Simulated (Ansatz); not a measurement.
**BaTe in Ansatz: the effect of functional**

Crystal: BaTe.

```
Ba Te
1.0
     0.00000    3.34039    3.34039
     3.34039    0.00000    3.34039
     3.34039    3.34039    0.00000
Ba Te
1 1
Direct
  0.00000 0.00000 0.00000
  0.50000 0.50000 0.50000
```

The cell isn't the ideal one: volume scaled by 0.94.

Alike in all runs:

* Program: Ansatz 0.2.0
* Task: single point
* Potentials or basis: Ansatz PAW
* Cutoff: 420 eV (not typed: the program's choice for these potentials)
* k mesh: 7 × 7 × 7
* Occupations: fermi-dirac, width 0.05 eV
* Spin: no spin polarisation

Task: One run gave: gap on the mesh 1.23 eV; pressure 4.7 GPa. Which functional did it use?
A. PBEsol
B. LDA
C. PBE

Result: A.

| functional | gap on the mesh (eV) | pressure (GPa) |
| --- | --- | --- |
| LDA | 1.21 | 3.5 |
| PBE | 1.32 | 6.9 |
| PBEsol | 1.23 | 4.7 |

Caveats: odd divisions of the mesh miss points on the zone boundary, where band edges often lie, so the gap on the mesh can be too wide; spin-orbit coupling is left out, which moves the levels of the heavy elements; the PAW data sets come from PBE, with cores solved anew for the run's functional, which leaves a small shift of forces and pressure (some runs).

A k mesh can miss the band edges.
